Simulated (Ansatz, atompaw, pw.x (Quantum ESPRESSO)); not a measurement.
# tantalum (Ta): one change to the PAW (atompaw) potential, in the atom and in the sc crystal

```json
{"Element": "Ta", "Generator": "atompaw 4.2.0.5", "Type": "PAW", "Functional": "PBE", "Relativity": "scalar-relativistic", "Frozen core": "[Kr] 4d10 4f14", "Valence charge": "13", "Reference configuration": "5s2 5p6 5d3 6s2 6p0", "Partial waves": "5s (bound): rc 1.35 bohr; 6s (bound): rc 2.15 bohr; 5p (bound): rc 1.85 bohr; 6p (bound, empty): rc 2.85 bohr; 5d (bound): rc 2.85 bohr; 5d channel at 2.05 Ry: rc 2.85 bohr", "Local potential": "bessel scheme, radius 2.70 bohr", "Core correction": "smooth core density matched at 1.95 bohr", "Augmentation charge": "besselshape compensation charge, radius 2.15 bohr; PAW radius 2.85 bohr; waves and projectors: custom polynom2 7 10 vanderbiltortho"}
```

Change: local potential bessel scheme, radius 2.40 bohr.

Cutoffs, loose and tight: the cutoffs (Ry, on a coarse ladder) from which the occupation-weighted sum of valence levels, in a spherical-Bessel basis at the reference potential, stays within 10 and 1 mRy of its value at 400 Ry. They see the waves and projectors alone, not the compensation charge or the core.

Crystal test: sc Ta in pw.x 7.5, no spin, 12³ k-points, Fermi–Dirac smearing 0.01 Ry, cutoffs set for each file from its atomic test. The reference is all-electron LAPW (Ansatz 0.2.0) with the same functional, mesh and smearing; V0 and B0 come from Birch–Murnaghan fits to the pressures at five volumes. Errors are pseudo minus all-electron; Δ is the rms difference of the E(V) curves that follow from these fits, minima aligned, over ±6 % about the mean V0. Mesh and smearing are coarse, so the numbers serve the comparison and aren't converged zero-temperature values; the lattice is a test structure that the element need not adopt.

All-electron: a0 = 2.742 Å (V0 = 20.63 Å³/atom), B0 = 143.1 GPa.

Problem. Does the change bring the crystal closer to the all-electron result?

Solution. The mean pressure error goes from +7.39 to +5.60 GPa, so the change moves the solid closer to the all-electron pressures.

```json
{"quantity": "outcome (atom)", "base": "generated", "changed": "generated"}
{"quantity": "cutoff, loose (atom)", "base": "25 Ry", "changed": "25 Ry"}
{"quantity": "cutoff, tight (atom)", "base": "50 Ry", "changed": "50 Ry"}
{"quantity": "bound ghosts (atom)", "base": "none", "changed": "none"}
{"quantity": "cutoffs in pw.x (Ry)", "base": "60/600", "changed": "60/600"}
{"quantity": "a0 (Å)", "base": "–", "changed": "2.772"}
{"quantity": "a0 error (%)", "base": "–", "changed": "+1.09"}
{"quantity": "B0 error (%)", "base": "–", "changed": "+2.0"}
{"quantity": "Δ (meV/atom)", "base": "–", "changed": "22.0"}
{"quantity": "mean pressure error (GPa)", "base": "+7.39", "changed": "+5.60"}
```

A dash: not determined, or the minimum lies outside the volumes sampled.

Base: The largest radius (2.85 bohr) exceeds half the bond length (2.58 bohr), so the spheres overlap, which is one possible source of error among others. This is a poor potential for the solid. Changed file: The largest radius (2.85 bohr) exceeds half the bond length (2.58 bohr), so the spheres overlap, which is one possible source of error among others. This is a poor potential for the solid. The atomic cutoffs weigh occupied waves only.
